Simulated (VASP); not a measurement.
Crystal: NaI.

```
CELL_PARAMETERS angstrom
0.00000 3.20455 3.20455
3.20455 0.00000 3.20455
3.20455 3.20455 0.00000
ATOMIC_POSITIONS crystal
Na 0.00000 0.00000 0.00000
I 0.50000 0.50000 0.50000
```

Base run:

| Property | Result |
| --- | --- |
| Program | VASP 6.6.1 |
| Functional | PBE |
| Potentials or basis | VASP PAW PBE potentials, release 64 (Na_pv, I) |
| Cutoff | 520 eV |
| k mesh | 6 × 6 × 6 |
| Occupations | gaussian, width 0.03 eV |
| Spin | no spin polarisation |

Its results: band gap on the k mesh 3.72 eV, direct; pressure 1.0 GPa.

The run is repeated on the same cell with these changes: functional from PBE to PBE-EpsX. What comes out?

Band gap on the k mesh 5.70 eV, direct; pressure 0.5 GPa.

PBE-EpsX gives the wider gap, since exact exchange removes part of the self-interaction.

Caveats: spin-orbit coupling is left out, which moves the levels of the heavy elements; the PAW data sets were made with another functional, which shifts forces and pressure a little (some runs).
